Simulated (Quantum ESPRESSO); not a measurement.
Si:

```xyz
1
Lattice="2.6205 0.0000 0.0000 -1.3103 2.2695 0.0000 0.0000 0.0000 2.4664" Properties=species:S:1:pos:R:3 pbc="T T T"
Si    0.0000    0.0000    0.0000
```

This isn't the form of Si at room conditions, which is diamond.

| Quantity | Value |
| --- | --- |
| Program | Quantum ESPRESSO 7.5 |
| Task | single point |
| Functional | PBE |
| Potentials or basis | SSSP 1.3 efficiency PBE |
| Cutoff | 748 eV |
| Density cutoff | 5987 eV |
| k mesh | 12 × 12 × 11 |
| Occupations | fermi-dirac, width 0.05 eV |
| Spin | no spin polarisation |

On this cell: pressure 3.1 GPa; band gap on the k mesh none (metal or under the smearing width).

The same run follows on a disturbed copy (cell strained at random at fixed volume):

```
Si
1.0
     2.60449    0.00517   -0.01146
    -1.29777    2.25828   -0.00872
    -0.01078   -0.01570    2.49115
Si
1
Direct
  0.98790 0.98721 0.98432
```

**Question.** What does the disturbed cell give?

**Answer.** The energy (extrapolated to zero smearing) moves by -0.7 meV/atom; pressure 2.9 GPa; band gap on the k mesh none (metal or under the smearing width).

Stress tensor (GPa, compression positive):
```
 3.62 -0.44  0.91
-0.44  3.12  1.34
 0.91  1.34  2.08
```
